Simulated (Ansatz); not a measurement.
Input and command of a calculation in Ansatz (plane waves; scalar-relativistic PAW potentials unless the input names others):

```yaml
crystal:
  lattice:
    - [0.0, 2.693989441, 2.693989441]
    - [2.693989441, 0.0, 2.693989441]
    - [2.693989441, 2.693989441, 0.0]
  atoms:
    - { symbol: Zn, position: [0.25, 0.25, 0.25] }
    - { symbol: S, position: [0.0, 0.0, 0.0] }
basis:
  ecutwfc: 420
kpoints:
  mp_grid: { grid: [10, 10, 10] }
hamiltonian:
  xc: pbe
scf:
  occupations: { method: gaussian, width: 0.02 }
output:
  forces: true
  eigenvalues: true
  stress: true
magnetization:
  spin_polarized: true
```

```bash
ansatz run input.yaml --threads 1 --pin off --max-ram 2560MiB --backend cpu --events-out ev --progress --plain --runs-dir out
```

Abridged log:
```
Basis set: ecut = 420 eV, 749 PW (Γ), exchange–correlation on 54×54×54 points (8 copies of the dense FFT grid, shifted against one another)
Bands: 13, of which v1, the nominal top of the filled ones, is band 9 counted from 1 (8 counted from 0)
Symmetry: 24 space group operations
k-points: 47 of 1000 (time reversal used)
SCF iter   1: F=—  HF=-4222.810975 eV  |F-HF|=—  |Δ(HF+E_count)|=         —  Δρ=1.97e-2 (↑1.97e-2 ↓1.96e-2) dr2=3.79e-1  dr2_m=5.06e-6  M=0.006 μB ∫|m|=0.006 μB  ethr=2.13e-3  ⟨swp⟩=1.0  Hψ=4556  notcnv=0
Mixer restart at iter 1: flushing history
SCF iter   2: F=—  HF=-4222.819375 eV  |F-HF|=—  |Δ(HF+E_count)|=         —  Δρ=1.97e-2 (↑1.96e-2 ↓1.97e-2) dr2=3.82e-1  dr2_m=4.79e-6  M=0.000 μB ∫|m|=0.000 μB  β_m=0.30  ethr=2.11e-3  ⟨swp⟩=3.0  Hψ=3378  notcnv=0
Mixer restart at iter 2: flushing history
SCF iter   3: F=—  HF=-4222.742389 eV  |F-HF|=—  |Δ(HF+E_count)|=         —  Δρ=1.04e-2 (↑1.04e-2 ↓1.04e-2) dr2=1.03e-1  dr2_m=0.00e0  M=0.000 μB ∫|m|=0.000 μB  β_m=0.30  ethr=2.11e-3  ⟨swp⟩=5.1  Hψ=2786  notcnv=0
SCF iter   4: F=—  HF=-4222.729679 eV  |F-HF|=—  |Δ(HF+E_count)|=   1.27e-2  Δρ=6.92e-3 (↑6.92e-3 ↓6.92e-3) dr2=4.11e-2  dr2_m=0.00e0  M=0.000 μB ∫|m|=0.000 μB  β_m=0.54  ethr=5.74e-4  ⟨swp⟩=1.0  Hψ=988  notcnv=0
SCF iter   5: F=—  HF=-4222.725707 eV  |F-HF|=—  |Δ(HF+E_count)|=   3.97e-3  Δρ=9.50e-4 (↑9.50e-4 ↓9.50e-4) dr2=1.05e-3  dr2_m=0.00e0  M=0.000 μB ∫|m|=0.000 μB  β_m=0.57  ethr=2.28e-4  ⟨swp⟩=3.0  Hψ=1183  notcnv=0
SCF iter   6: F=—  HF=-4222.725918 eV  |F-HF|=—  |Δ(HF+E_count)|=   2.11e-4  Δρ=2.33e-4 (↑2.33e-4 ↓2.33e-4) dr2=5.21e-5  dr2_m=0.00e0  M=0.000 μB ∫|m|=0.000 μB  β_m=0.59  ethr=5.81e-6  ⟨swp⟩=2.4  Hψ=1186  notcnv=0
SCF iter   7: F=—  HF=-4222.725924 eV  |F-HF|=—  |Δ(HF+E_count)|=   5.78e-6  Δρ=2.65e-4 (↑2.65e-4 ↓2.65e-4) dr2=6.24e-5  dr2_m=0.00e0  M=0.000 μB ∫|m|=0.000 μB  β_m=0.53  ethr=2.89e-7  ⟨swp⟩=2.0  Hψ=998  notcnv=0
SCF iter   8: F=—  HF=-4222.725921 eV  |F-HF|=—  |Δ(HF+E_count)|=   2.45e-6  Δρ=7.43e-5 (↑7.43e-5 ↓7.43e-5) dr2=4.63e-6  dr2_m=0.00e0  M=0.000 μB ∫|m|=0.000 μB  β_m=0.72  ethr=2.89e-7  ⟨swp⟩=2.0  Hψ=852  notcnv=0
SCF iter   9: F=-4222.725921 eV  HF=-4222.725921 eV  |F-HF|=6.56e-8  |Δ(HF+E_count)|=   4.97e-7  Δρ=1.07e-5 (↑1.07e-5 ↓1.07e-5) dr2=8.70e-8  dr2_m=0.00e0  M=0.000 μB ∫|m|=0.000 μB  ethr=5.56e-10  ⟨swp⟩=3.9  Hψ=2722  notcnv=0
SCF 1 converged in 9 iterations: F = -4222.725921 eV  dr2 = 8.70e-8
SCF converged after 9 iterations
Magnetization: 0.0000 μB (9.0000 up, 9.0000 down)
Absolute magnetization: 0.0000 μB (∫|ρ↑−ρ↓|)
Spin contamination: 0.0000 ħ² per cell (⟨S²⟩ above its minimum at these occupations)
Per-site moments (μB) at R_I (Å): [(0.0, 0.96238860), (0.0, 0.96238860)]
Free energy (F): -4222.725921 eV
Harris-Foulkes:  -4222.725921 eV  (|F-HF|=6.56e-8)
Internal energy: -4222.725921 eV  (E = F + TS)
E sigma→0 (E₀):  -4222.725921 eV
Fermi energy:    6.977234 eV
--- Forces (eV/Å), atoms counted from 1 ---
  atom   1  Zn     0.00000000     0.00000000     0.00000000
  atom   2  S      0.00000000     0.00000000     0.00000000
--- Stress (GPa, compression-positive) ---
        2.292209       0.000000       0.000000
        0.000000       2.292209       0.000000
        0.000000       0.000000       2.292209
  P = ⅓ Tr σ = 2.2922 GPa (22.922 kbar)
```

Apart from outputs and empty bands, the input differs from a reference run on usual settings in magnetization: not typed → {"spin_polarized": true}. The reference, at the same geometry (not necessarily relaxed), gave pressure 2.29 GPa, largest force 0.000 eV/Å, gap on the mesh 2.15 eV. This run converged in 9 SCF iterations (reference: 6) with an energy at zero smearing within 0.01 meV/atom of the reference's, pressure 2.29 GPa, largest force 0.000 eV/Å, gap on the mesh 2.15 eV.

It took 4.3 s on 1 thread of Arm Neoverse V1, on a shared host, peak memory 0.32 GiB.